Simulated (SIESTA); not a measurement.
# TiO2 (Anatase) in SIESTA: the effect of functional

The system is TiO2 (Anatase).

```
CELL_PARAMETERS angstrom
-1.89210 1.89210 4.75730
1.89210 -1.89210 4.75730
1.89210 1.89210 -4.75730
ATOMIC_POSITIONS crystal
Ti 0.75000 0.25000 0.50000
Ti 0.00000 0.00000 0.00000
O 0.79190 0.79190 0.00000
O 0.54190 0.04190 0.50000
O 0.95810 0.45810 0.50000
O 0.20810 0.20810 0.00000
```

Alike in all runs:

```yaml
Program: SIESTA 5.4.2
Task: single point
Basis: DZP (energy shift 0.003 Ry; two zetas on semicore shells)
Grid_cutoff: 800 Ry
Energy_shift: 0.003 Ry
k_mesh: 6 × 6 × 6
Occupations: fermi-dirac, width 0.05 eV
Spin: no spin polarisation
```

```tsv
functional	potentials or basis	gap on the mesh (eV)	pressure (GPa)	largest force (eV/Å)
LDA	PseudoDojo 0.4 standard (LDA files)	1.96	-2.4	0.02
PBEsol	PseudoDojo 0.4 standard (PBEsol files)	2.01	2.9	0.08
AM05	PseudoDojo 0.4 standard (PBEsol files)	2.01	3.4	0.06
WC	PseudoDojo 0.4 standard (PBEsol files)	?	?	?
PBE	PseudoDojo 0.4 standard (PBE files)	2.04	9.1	0.20
PW91	PseudoDojo 0.4 standard (PBE files)	2.04	8.5	0.18
revPBE	PseudoDojo 0.4 standard (PBE files)	2.07	12.0	0.23
RPBE	PseudoDojo 0.4 standard (PBE files)	2.07	13.0	0.25
BLYP	PseudoDojo 0.4 standard (PBE files)	2.06	14.9	0.31
```

Problem. What does the run with functional WC give?

Solution. gap on the mesh 2.00 eV; pressure 3.1 GPa; largest force 0.09 eV/Å.

Caveats: the basis of atomic orbitals isn't converged, which shifts pressures, moduli and gaps; the potentials were made for another functional, which shifts forces and pressure (some runs).

A k mesh can miss the band edges.
